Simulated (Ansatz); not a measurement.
**KBr: a sublattice moved along a line**

Theory: DFT r2SCAN, scalar-relativistic, plane waves, PAW in Ansatz 0.2.0. Cutoff 500 eV, Γ-centred 6×6×6 k-points, Gaussian smearing of 0.05 eV. No spin polarisation. Energies are free energies at this smearing, counted from the undisturbed cell; pressure is positive in compression.

Zero of the scan (as given, not relaxed at this level; it stands at 0.2 GPa):

```
CELL_PARAMETERS angstrom
0.00000 3.29250 3.29250
3.29250 0.00000 3.29250
3.29250 3.29250 0.00000
ATOMIC_POSITIONS crystal
K 0.00000 0.00000 0.00000
Br 0.50000 0.50000 0.50000
```

Every K atom is moved by x along the Cartesian unit vector (0.000, 0.000, -1.000); the cell and all other atoms stay fixed.

| x (Å) | ΔE (meV/cell) |
| --- | --- |
| -0.3000 | 69.6 |
| -0.1500 | 15.8 |
| 0.0000 | 0.0 |
| 0.0375 | 1.0 |
| 0.0750 | 3.9 |
| 0.1125 | 8.8 |
| 0.1875 | 25.2 |
| 0.2250 | 37.1 |
| 0.2625 | 51.8 |

(1) Predict the force along x on the moved atoms (eV/Å) at each point.

Answers

(1)
```
  x (Å) force along x on the moved atoms (eV/Å)
-0.3000                                     0.52
-0.1500                                     0.22
 0.0000                                     0.00
 0.0375                                    -0.05
 0.0750                                    -0.10
 0.1125                                    -0.16
 0.1875                                    -0.28
 0.2250                                    -0.35
 0.2625                                    -0.43
```